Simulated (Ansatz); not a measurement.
**La2O3 (P-3m1): the host for defect calculations**

Aim: the runs on the perfect crystal La2O3 (P-3m1) that a defect calculation needs first.

Method: plane-wave PAW DFT, PBEsol; relaxation of the host's cell and atoms, in the first sound run; inputs show where later runs differ, in Ansatz 0.2.0.

## (1) Starting point

The structure is trigonal, space group P-3m1 (No. 164). Conventional cell: a = 3.931 Å, b = 3.931 Å, c = 6.112 Å, α = 90.00°, β = 90.00°, γ = 120.00°. La has 7 O at 2.36 to 2.72 Å nearest. O has 4 La at 2.36 to 2.44 Å nearest. Nearest to O lie 6 La at 2.72 Å. Farther neighbours and most contacts between anions are not listed.

## (2) Host cell relaxation

Lattice and positions are set free, within the symmetry that the program keeps.

Input file cell/input.yaml:

```yaml
crystal:
  lattice:
    - [3.9307779, 0.0, 0.0]
    - [-1.9653889, 3.4041535, 0.0]
    - [0.0, 0.0, 6.1119535]
  atoms:
    - { symbol: La, position: [0.66666667, 0.33333333, 0.75376432] }
    - { symbol: La, position: [0.33333333, 0.66666667, 0.24623568] }
    - { symbol: O, position: [0.66666667, 0.33333333, 0.35410935] }
    - { symbol: O, position: [0.33333333, 0.66666667, 0.64589065] }
    - { symbol: O, position: [0.0, 0.0, 0.0] }
basis:
  ecutwfc: 420
  xc_grid: 2
hamiltonian:
  xc: pbesol
kpoints:
  mp_grid: { grid: [8, 8, 5] }
scf:
  occupations: { method: fixed }
  max_iter: 100
relax:
  f_tol: 0.005
  max_steps: 60
  cell: {}
output:
  forces: true
  stress: true
checkpoint:
  write: "../cell.run"
  compress: false
  write_wavefunctions: false
  write_every: 100000
```

Command:

```
ansatz run input.yaml --threads 2 --pin off --max-ram 3768MiB --backend cpu --events-out ev --progress --plain --runs-dir out
```

Numbers of over 12 decimals in the logs are rounded to 6 here.

Output:

```text
[... repeated set-up lines and file paths are left out, and long positions are rounded to six places ...]
Engine: ansatz 0.2.0, aarch64-unknown-linux-gnu
Pseudopotentials: kind: paw
Pseudopotential: La, paw, valence charge 11, recommended cutoff 420 eV (normal), La.paw.azcp
Pseudopotential: O, paw, valence charge 6, recommended cutoff 420 eV (normal), O.paw.azcp
Functional definition: PBEsol
  exchange = pbesol_x
  correlation = pbesol_c
Crystal: 5 atoms, lattice volume = 81.784 Å³
Basis set: ecut = 420 eV, 1641 PW (Γ), exchange–correlation on 54×54×90 points (8 copies of the dense FFT grid, shifted against one another)
Bands: 25, of which v1, the nominal top of the filled ones, is band 20 counted from 1 (19 counted from 0)
Symmetry: 12 space group operations
Space group: P-3m1 (ITA 164), of the structure as read, at distance tolerance 4.3e-5 Å
k-points: 40 of 320
Non-local potential: La, projectors of the file, l = 0: 3, l = 1: 2, l = 2: 2, l = 3: 3
Non-local potential: O, projectors of the file, l = 0: 2, l = 1: 2, l = 2: 1
PAW form: soft (Blöchl's): semilocal exchange-correlation on the pseudo side does not see the compensation charge
PAW frozen core: La, regenerated for the run's functional, and the local potential with it (the file was generated under x = pbe(κ = 0.804, μ = 0.219515), c = pbe(β = 0.066725))
PAW frozen core: O, regenerated for the run's functional, and the local potential with it (the file was generated under x = pbe(κ = 0.804, μ = 0.219515), c = pbe(β = 0.066725))
PAW one-centre angular grid: La, 590 points (default); XC on 64 Gauss nodes
PAW one-centre angular grid: O, 110 points (default); XC on 64 Gauss nodes
Initial density: superposition of atomic densities (neutral atoms: chi_scale 0, normalization atom), corrected by the library's trained network
Initial wavefunctions: pseudopotential atomic-orbital guess
Functional: x = pbesol(κ = 0.804, μ = 0.123457), c = pbesol(β = 0.046)
SCF iter   1: F=—  HF=-14014.743437 eV  |F-HF|=—  |Δ(HF+E_count)|=         —  Δρ=1.54e-2  dr2=1.76e-1  ethr=1.77e-3  ⟨swp⟩=4.9  Hψ=4189  notcnv=0  defer=99
preconditioner: auto → Resta (q_TF=auto, 2.422 Å⁻¹)  ε∞=5.0  [insulator: Δε(μ)=3.644 eV  Ē_g=12.342 eV  n_scr=22 (ndim 8)  ℏωp=24.6 eV  f_vac=0.023  ε∞_Penn≈5.0]
SCF iter   2: F=—  HF=-14014.711509 eV  |F-HF|=—  |Δ(HF+E_count)|=   3.19e-2  Δρ=5.88e-3  dr2=2.15e-2  ethr=4.39e-4  ⟨swp⟩=3.1  Hψ=2235  notcnv=0  defer=105
SCF iter   3: F=—  HF=-14014.707208 eV  |F-HF|=—  |Δ(HF+E_count)|=   4.30e-3  Δρ=1.32e-3  dr2=1.25e-3  ethr=5.38e-5  ⟨swp⟩=3.0  Hψ=1565  notcnv=0  defer=76
automatic band count: iteration 3 solves 24 bands in place of 25: the levels show a gap, and the empty bands left out lie too high to hold charge; the band table lists the bands solved (type scf.n_extra_bands for more)
SCF iter   4: F=—  HF=-14014.707590 eV  |F-HF|=—  |Δ(HF+E_count)|=   3.82e-4  Δρ=1.00e-3  dr2=7.88e-4  ethr=3.13e-6  ⟨swp⟩=3.0  Hψ=1918  notcnv=0  defer=76
SCF iter   5: F=—  HF=-14014.707462 eV  |F-HF|=—  |Δ(HF+E_count)|=   1.28e-4  Δρ=1.62e-4  dr2=2.12e-5  ethr=1.97e-6  ⟨swp⟩=2.0  Hψ=1333  notcnv=0  defer=70
SCF iter   6: F=—  HF=-14014.707483 eV  |F-HF|=—  |Δ(HF+E_count)|=   2.09e-5  Δρ=4.88e-5  dr2=2.23e-6  ethr=5.30e-8  ⟨swp⟩=2.8  Hψ=1825  notcnv=0  defer=77
SCF iter   7: F=—  HF=-14014.707484 eV  |F-HF|=—  |Δ(HF+E_count)|=   5.72e-7  Δρ=1.56e-5  dr2=2.70e-7  ethr=5.57e-9  ⟨swp⟩=2.8  Hψ=1691  notcnv=0  defer=77
SCF iter   8: F=-14014.707484 eV  HF=-14014.707484 eV  |F-HF|=1.48e-8  |Δ(HF+E_count)|=   3.61e-7  Δρ=3.59e-6  dr2=1.83e-8  ethr=2.50e-10  ⟨swp⟩=4.5  Hψ=3564  notcnv=0
SCF 1 converged in 8 iterations: F = -14014.707484 eV  dr2 = 1.83e-8
  greatest PAW one-centre occupation: 0.973 electrons in one spin orbital (limit 2), on the La atom at site 1 (counted from 0), in its partial waves of l = 0
relax step   1: F+E_penalty+E_count = -14014.70748409 eV  Δ(F+E_penalty+E_count) = +0.000e0 eV  max|allowed force component| = 9.318e-2 eV/Å  Δτ_max = 0.0000 Å  P = -3.015 GPa  Ω = 81.784 Å³  (8 SCF iters, dr2 threshold 1.00e-7 eV, accepted)
[... the SCF cycles and remarks between the steps are left out from here to the last step ...]
relax step   2: F+E_penalty+E_count = -14014.68091774 eV  Δ(F+E_penalty+E_count) = +2.657e-2 eV  max|allowed force component| = 3.023e-1 eV/Å  Δτ_max = 0.0345 Å  P = +5.390 GPa  Ω = 76.664 Å³  energy of the carried Pulay correction = +1.544e-2 eV  (8 SCF iters, dr2 threshold 5.00e-7 eV, rejected (line search))
relax step   3: F+E_penalty+E_count = -14014.72997250 eV  Δ(F+E_penalty+E_count) = -2.249e-2 eV  max|allowed force component| = 2.400e-2 eV/Å  Δτ_max = 0.0046 Å  P = -0.162 GPa  Ω = 80.006 Å³  energy of the carried Pulay correction = +5.251e-3 eV  (10 SCF iters, accepted)
relax step   4: F+E_penalty+E_count = -14014.73040483 eV  Δ(F+E_penalty+E_count) = -4.323e-4 eV  max|allowed force component| = 1.233e-2 eV/Å  Δτ_max = 0.0011 Å  P = +0.007 GPa  Ω = 79.895 Å³  energy of the carried Pulay correction = +5.583e-3 eV  (4 SCF iters, dr2 threshold 1.59e-7 eV, accepted)
relax step   5: F+E_penalty+E_count = -14014.73045140 eV  Δ(F+E_penalty+E_count) = -4.657e-5 eV  max|allowed force component| = 8.058e-4 eV/Å  Δτ_max = 0.0014 Å  P = +0.004 GPa  Ω = 79.895 Å³  energy of the carried Pulay correction = +5.585e-3 eV  (6 SCF iters, dr2 threshold 1.96e-8 eV, accepted)
relax step   6: F+E_penalty+E_count = -14014.72558798 eV  Δ(F+E_penalty+E_count) = +4.863e-3 eV  max|allowed force component| = 9.327e-4 eV/Å  Δτ_max = 0.0000 Å  P = -0.110 GPa  Ω = 79.895 Å³  stress off target by 1.42e-1 GPa  SCF on the basis re-selected at this cell (its energy is not comparable with the rows above)  (7 SCF iters)
relax step   7: F+E_penalty+E_count = -14014.72585148 eV  Δ(F+E_penalty+E_count) = -2.635e-4 eV  max|allowed force component| = 1.495e-3 eV/Å  Δτ_max = 0.0004 Å  P = +0.001 GPa  Ω = 79.817 Å³  energy of the carried Pulay correction = +2.294e-4 eV  (5 SCF iters, dr2 threshold 5.05e-8 eV, accepted)
iter 1 solved again at ethr=2.75e-9 eV; its pass at ethr=3.10e-3 eV (dr2=1.10e-6 eV) is discarded
SCF iter   1: F=—  HF=-14014.725596 eV  |F-HF|=—  |Δ(HF+E_count)|=         —  Δρ=8.03e-6  dr2=1.88e-8  ethr=2.75e-9  ⟨swp⟩=4.2  Hψ=7956  notcnv=0  defer=116
SCF iter   2: F=—  HF=-14014.725605 eV  |F-HF|=—  |Δ(HF+E_count)|=   9.58e-6  Δρ=4.36e-6  dr2=4.05e-9  ethr=4.70e-11  ⟨swp⟩=2.1  Hψ=1763  notcnv=0  defer=116
SCF iter   3: F=—  HF=-14014.725605 eV  |F-HF|=—  |Δ(HF+E_count)|=   3.97e-9  Δρ=1.85e-6  dr2=2.08e-9  ethr=1.01e-11  ⟨swp⟩=2.0  Hψ=1489  notcnv=0  defer=116
SCF iter   4: F=—  HF=-14014.725605 eV  |F-HF|=—  |Δ(HF+E_count)|=   1.09e-9  Δρ=3.98e-7  dr2=1.98e-10  ethr=5.20e-12  ⟨swp⟩=2.0  Hψ=1320  notcnv=0  defer=116
SCF iter   5: F=-14014.725605 eV  HF=-14014.725605 eV  |F-HF|=5.46e-12  |Δ(HF+E_count)|=  1.93e-10  Δρ=1.85e-7  dr2=3.71e-11  ethr=1.00e-12  ⟨swp⟩=4.5  Hψ=3607  notcnv=0
SCF 8 converged in 5 iterations: F = -14014.725605 eV  dr2 = 3.71e-11
relax step   8: F+E_penalty+E_count = -14014.72560523 eV  Δ(F+E_penalty+E_count) = +2.462e-4 eV  max|allowed force component| = 1.514e-3 eV/Å  Δτ_max = 0.0000 Å  P = -0.001 GPa  Ω = 79.817 Å³  stress off target by 1.45e-2 GPa  SCF on the basis re-selected at this cell (its energy is not comparable with the rows above)  (5 SCF iters)
basis re-selected at this cell: Δ(F+E_penalty+E_count) = +2.462e-4 eV, ΔP = -0.003 GPa vs the last step (what re-selecting the basis moved, of the pressure what is left beyond the Pulay correction that the steps carried, after the strain that the cell walked [...]
SCF converged after 5 iterations
Free energy (F): -14014.725605 eV
Harris-Foulkes:  -14014.725605 eV  (|F-HF|=5.46e-12)
Internal energy: -14014.725605 eV  (E = F + TS)
E sigma→0 (E₀):  -14014.725605 eV
Fermi energy:    9.862457 eV
--- Per-component energies (eV) ---
  E_band       = 1.823486
  E_kinetic    = 912.153429
  E_local      = -1500.755610  (includes V_loc(G=0)·N_el)
  E_nonlocal   = 340.815652
  E_hartree    = 533.717187
  E_xc         = -498.666217
  E_vxc        = -579.408231  (∫ρ·V_xc dr)
  E_paw        = -11115.466939  (= ΣΔE_a)
  E_vpaw       = -238.423282  (= ΣTr[D̂ρ^β])
  E_aug_tail   = 0.007244  (compensation charges beyond the density's cutoff)
  E_ewald      = -2686.975235
  E_core_change = 0.444883  (= ΣΔE_core)
  E_smearing   = -0.000000  (= −TS)
  E_closure    = 0.000000  (closes the sum)
  Σ components = -14014.725605   (vs F -14014.725605, Δ=0.00e0)
--- Forces (eV/Å), atoms counted from 1 ---
  atom   1  La     0.00000000     0.00000000     0.00151363
  atom   2  La    -0.00000000     0.00000000    -0.00151363
  atom   3  O     -0.00000000     0.00000000    -0.00057424
  atom   4  O      0.00000000     0.00000000     0.00057424
  atom   5  O      0.00000000     0.00000000     0.00000000
  max |Σ_I F_I| component: 3.70e-17 eV/Å
--- Stress (GPa, compression-positive) ---
        0.005417      -0.000000      -0.000000
       -0.000000       0.005417      -0.000000
       -0.000000      -0.000000      -0.014459
  P = ⅓ Tr σ = -0.0012 GPa (-0.012 kbar)
--- Relaxed structure (6 steps of the walk, 5 accepted, 2 SCFs on fresh bases) ---
  F+E_penalty+E_count = -14014.72560523 eV   max|allowed force component| = 1.514e-3 eV/Å   (the final SCF, on the basis selected at the relaxed cell)
  cell:  # Å, volume = 79.8173 Å³
    - [3.905859, -2.868450683182108e-8, 0]
    - [-1.952929, 3.382573, 0]
    - [0, 0, 6.041340976884]
  atoms:
    - { symbol: La, position: [0.666667, 0.333333, 0.754602] }
    - { symbol: La, position: [0.333333, 0.666667, 0.245398] }
    - { symbol: O, position: [0.666667, 0.333333, 0.354029] }
    - { symbol: O, position: [0.333333, 0.666667, 0.645971] }
    - { symbol: O, position: [0, 0, 0.0] }
```

The job ended after 37 s (2 threads of Arm Neoverse N1, shared host; peak memory 0.4 GiB; 72 s of CPU time).

The steps of the relaxation:

```csv
step,energy less that of the first step (eV),largest force component (eV/Å),pressure (GPa),volume (Å³)
1,0.0000,0.0932,-3.01,81.78
2,0.0266,0.3023,5.39,76.66
3,-0.0225,0.0240,-0.16,80.01
4,-0.0229,0.0123,0.01,79.90
5,-0.0230,0.0008,0.00,79.89
6,-0.0181,0.0009,-0.11,79.89
7,-0.0184,0.0015,0.00,79.82
8*,-0.0181,0.0015,0.00,79.82
```

Relaxation steps marked * repeat the geometry before them on a plane-wave basis chosen anew for their cell, so energy and pressure can jump there. The log counts 2 steps on a newly chosen plane-wave basis, not all of them marked here; energy and pressure can jump at such steps. Relaxation step 2 was tried and not accepted.

The run keeps the 12 symmetry operations that it works with, so distortions that break them were not tested.

```csv
"conventional cell, symmetrised",before,after,change
a (Å),3.931,3.906,-0.6 %
b (Å),3.931,3.906,-0.6 %
c (Å),6.112,6.041,-1.2 %
volume (Å³/atom),16.36,15.96,-2.4 %
```

The relaxed structure:

```xyz
5
Lattice="3.9059 0.0000 0.0000 -1.9529 3.3826 0.0000 0.0000 0.0000 6.0413" Properties=species:S:1:pos:R:3 pbc="T T T"
La    1.9529    1.1275    4.5588
La    0.0000    2.2550    1.4825
O     1.9529    1.1275    2.1388
O     0.0000    2.2550    3.9025
O     0.0000    0.0000    0.0000
```

This step gave:

```
pressure : -0.001209 GPa
```

The relaxation ends with a largest force component of 0.0015 eV/Å and a pressure of 0.00 GPa.

## (3) Dielectric tensors of the host

The response to a uniform electric field gives the electronic dielectric tensor.

This step: plane-wave PAW DFPT, PBEsol; dielectric tensors, Born charges and zone-centre modes of the host (Ansatz 0.2.0).

Input file eps/input.yaml:

```yaml
crystal:
  lattice:
    - [3.9058585936, -2.87e-08, 0.0]
    - [-1.952929272, 3.38257278, 0.0]
    - [0.0, 0.0, 6.0413409769]
  atoms:
    - { symbol: La, position: [0.6666666667, 0.3333333333, 0.7546024292] }
    - { symbol: La, position: [0.3333333333, 0.6666666667, 0.2453975708] }
    - { symbol: O, position: [0.6666666667, 0.3333333333, 0.3540286788] }
    - { symbol: O, position: [0.3333333333, 0.6666666667, 0.6459713212] }
    - { symbol: O, position: [0.0, 0.0, 0.0] }
basis:
  ecutwfc: 420
hamiltonian:
  xc: pbesol
kpoints:
  mp_grid: { grid: [7, 7, 4] }
scf:
  occupations: { method: fixed }
  max_iter: 100
phonons:
  method: dfpt
  dielectric: true
  rigid_motions: translations
```

Output:

```text
[...]
Crystal: 5 atoms, lattice volume = 79.817 Å³
Basis set: ecut = 420 eV, 1533 PW (Γ), exchange–correlation on 54×54×90 points (8 copies of the dense FFT grid, shifted against one another)
Bands: 25, of which v1, the nominal top of the filled ones, is band 20 counted from 1 (19 counted from 0)
Symmetry: 12 space group operations
k-points: 60 of 196 (irreducible under 2 space group operations, time reversal used)
[...]
SCF iter   1: F=—  HF=-14014.760740 eV  |F-HF|=—  |Δ(HF+E_count)|=         —  Δρ=1.54e-2  dr2=1.72e-1  ethr=1.77e-3  ⟨swp⟩=4.7  Hψ=6235  notcnv=0  defer=152
[...]
SCF iter  10: F=-14014.725529 eV  HF=-14014.725529 eV  |F-HF|=7.28e-12  |Δ(HF+E_count)|=  1.86e-10  Δρ=8.83e-8  dr2=7.62e-12  ethr=1.00e-12  ⟨swp⟩=16.8  Hψ=10418  notcnv=0
SCF 1 converged in 10 iterations: F = -14014.725529 eV  dr2 = 7.62e-12
[...]
NSCF: frozen V_eff on 6 k-points
DFPT response loops at Γ: preconditioner auto → Resta (q_TF=auto, 2.432 Å⁻¹)  ε∞=3.9 (no band partly filled); β = 1.00, the filter's whole step (`scf.mixing.beta` (0.50) is not read by the response loops at its default; [...]
── the response to a field inside a basis, on 8×8×4 k-points: an SCF that follows is theirs, and a resumed run solves both again ──
Bands: 21, of which v1, the nominal top of the filled ones, is band 20 counted from 1 (19 counted from 0)
k-points: 72 of 256 (irreducible under 4 space group operations)
[...]
Eigensolver: Dense (72 Hₖ)
SCF iter   1: F=—  HF=-14014.720200 eV  |F-HF|=—  |Δ(HF+E_count)|=         —  Δρ=3.91e-4  dr2=2.53e-5  ethr=1.00e-1
[...]
SCF iter   4: F=-14014.720200 eV  HF=-14014.720200 eV  |F-HF|=6.04e-8  |Δ(HF+E_count)|=   3.18e-7  Δρ=1.04e-5  dr2=7.46e-8  ethr=2.92e-9
SCF 1 converged in 4 iterations: F = -14014.720200 eV  dr2 = 7.46e-8
[...]
SCF converged after 10 iterations
Free energy (F): -14014.725529 eV
[...]
Internal energy: -14014.725529 eV  (E = F + TS)
E sigma→0 (E₀):  -14014.725529 eV
Fermi energy:    9.863194 eV
[...]
--- Band table (eV; the first three rows and the last of 60) ---
[...]
[... further k-points left out ...]
--- Phonons (Γ-DFPT): 6 representative perturbations + reference, on 60 of 196 k-points (Σ response iterations 23) ---
  k mesh reduced under 2 symmetry operations, with k and −k counted as one. Each operation leaves every solved perturbation unchanged. A smaller set is not considered because the run solves the response to a homogeneous field
  ASR residual: 3.455e-5 → 0.000e0 eV/Å²; symmetrization residual: 1.921e-6 eV/Å²
  ASR residual per site (eV/Å²): 3.46e-5 3.46e-5 3.25e-5 3.25e-5 2.47e-5
  Γ frequencies (cm⁻¹): 0.00 0.00 0.00 103.56 103.56 187.48 187.48 191.62 193.44 361.81 361.81 389.58 395.57 395.57 437.69
  ε∞ (high-frequency dielectric tensor):
        4.911076     0.000000    -0.000000
        0.000000     4.911076    -0.000000
       -0.000000    -0.000000     4.840260
  ε⁰ (static dielectric tensor: ions relaxed, cell fixed):
       26.371785     0.000000    -0.000000
        0.000000    26.371785    -0.000000
       -0.000000    -0.000000    27.126216
  ε⁰ − ε∞ (ionic part):
       21.460709     0.000000    -0.000000
        0.000000    21.460709    -0.000000
       -0.000000    -0.000000    22.285955
  softest optical mode at Γ: 103.56 cm⁻¹; the repairs (sum rule, projections) moved no ω² at Γ by more than (1.02 cm⁻¹)²
  Born effective charges Z* (e; rows j = field, columns β = displacement):
    site 0:
         4.22214    0.00000   -0.00000
         0.00000    4.22214   -0.00000
        -0.00000   -0.00000    3.85621
    site 1:
         4.22214    0.00000   -0.00000
         0.00000    4.22214   -0.00000
        -0.00000   -0.00000    3.85621
    site 2:
        -2.85983   -0.00000    0.00000
        -0.00000   -2.85983    0.00000
         0.00000    0.00000   -2.56416
    site 3:
        -2.85983   -0.00000    0.00000
        -0.00000   -2.85983    0.00000
         0.00000    0.00000   -2.56416
    site 4:
        -2.72462   -0.00000    0.00000
        -0.00000   -2.72462    0.00000
         0.00000    0.00000   -2.58410
  Z* charge neutrality: 2.706e-3 e pre-enforcement
  solved inside a basis spanned on kpoints, on 8×8×4 k-points, its susceptibility summed on 12×12×6: ε∞ is read to err by 1.4e-2, Z* by 1.4e-2 e (field_mesh: kpoints solves on kpoints); Z* is corrected for what the basis lacks
  optical modes at Γ without the LO–TO term, one row a degenerate level:
      ω (cm⁻¹)  modes    IR ((D/Å)²/amu)
        103.56      2             0.0000
        187.48      2            47.6591
        191.62      1             0.0000
        193.44      1            30.6438
        361.81      2            32.7687
        389.58      1             0.0000
        395.57      2             0.0000
        437.69      1             2.8872
  optical modes at Γ + LO–TO along q̂ = [1.0000, 0.0000, 0.0000]:
      ω (cm⁻¹)  modes    IR ((D/Å)²/amu)
        103.56      2             0.0000
        187.48      1            23.8295
        191.62      1             0.0000
        193.44      1            30.6438
        285.36      1             1.8957
        361.81      1            16.3844
        389.58      1             0.0000
        395.57      2             0.0000
[...]
optical modes at Γ + LO–TO along q̂ = [0.0000, 1.0000, 0.0000]:
      ω (cm⁻¹)  modes    IR ((D/Å)²/amu)
[...]
389.58      1             0.0000
        395.57      2             0.0000
        437.69      1             2.8872
        550.85      1            38.3182
  optical modes at Γ + LO–TO along q̂ = [0.0000, 0.0000, 1.0000]:
      ω (cm⁻¹)  modes    IR ((D/Å)²/amu)
        103.56      2             0.0000
        187.48      2            47.6591
        191.62      1             0.0000
        361.81      2            32.7687
        389.58      1             0.0000
        393.85      1             7.4820
        395.57      2             0.0000
        508.90      1            26.0490
```

Run time: 4.5 min. Hardware: 2 threads; peak memory 0.9 GiB; 8.8 min of CPU time.

Reading the cycles: dr2 is the Hartree energy of the density residual (eV), the measure of convergence; HF is the Harris–Foulkes estimate of the energy, which meets the free energy F at convergence.

Electronic dielectric tensor:

```
4.91 0.00 0.00
0.00 4.91 0.00
0.00 0.00 4.84
```

Static dielectric tensor:

```
26.37  0.00  0.00
 0.00 26.37  0.00
 0.00  0.00 27.13
```

The principal values of the electronic dielectric tensor are 4.84, 4.91 and 4.91. The principal values of the static dielectric tensor are 26.37, 26.37 and 27.13.

(Part 1 of 2 ends here.)

[Logs are printed without paths, hosts, clocks, repeated set-up lines and the standing remarks that a program may print on its own settings, such as how far it seeks lower states.]

[Hosts, paths, dates, database ids (printed as entryN), source tags and the programs' standing remarks are cut or masked in the printed files.]

[Runs of the host that timed out are not shown.]

[For some hosts the program warned that the k-mesh of the response run may be too coarse for force constants and the static dielectric constant; such warnings are not always shown.]
